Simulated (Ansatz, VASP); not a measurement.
**One calculation of SiO2, two programs**

```xyz
6
Lattice="3.8506 0.0000 0.0000 0.0000 3.8506 0.0000 0.0000 0.0000 2.8822" Properties=species:S:1:pos:R:3 pbc="T T T"
Si    1.9253    1.9253    1.4411
Si    0.0000    0.0000    0.0000
O     2.6719    2.6719    0.0000
O     0.7466    3.1040    1.4411
O     1.1787    1.1787    0.0000
O     3.1040    0.7466    1.4411
```

Change from the starting cell: strain -0.080 along x and y, +0.080 along z, atoms carried along.

Alike in both runs: task single point; functional r2SCAN; k mesh 6 × 6 × 8; occupations gaussian, width 0.05 eV; no spin polarisation.

|  | VASP | Ansatz |
| --- | --- | --- |
| version | VASP 6.6.1 | Ansatz 0.2.0 |
| potentials or method | VASP PAW PBE potentials, release 64 (Si, O) | scalar-relativistic, plane waves, PAW |
| plane-wave cutoff (eV) | 520 | 500 |
| valence electrons in the cell | 32 | 32 |

|  | VASP | Ansatz | Ansatz less VASP |
| --- | --- | --- | --- |
| gap on the k mesh at the Fermi level (eV) | 6.09 | 6.14 | +0.040 |
| least direct gap on the mesh (eV) | 6.09 | 6.14 | +0.040 |
| pressure (GPa) | 34.5 | 33.9 | -0.57 |
| largest component of the traceless stress (GPa) | 50.46 | 50.35 | -0.102 |
| rms of the force components (eV/Å) | 0.452 | 0.469 | +0.0164 |

Atom by atom the forces differ by 0.016 eV/Å (rms over components). The functional is the same, so the differences come from potentials, cutoffs and numerics.

Caveats: so large a pressure means that the cell lies far from this level's equilibrium, or that cutoff or potentials fall short (VASP); the potentials were made for another functional, which shifts forces and pressure (VASP). A k mesh can miss the band edges.
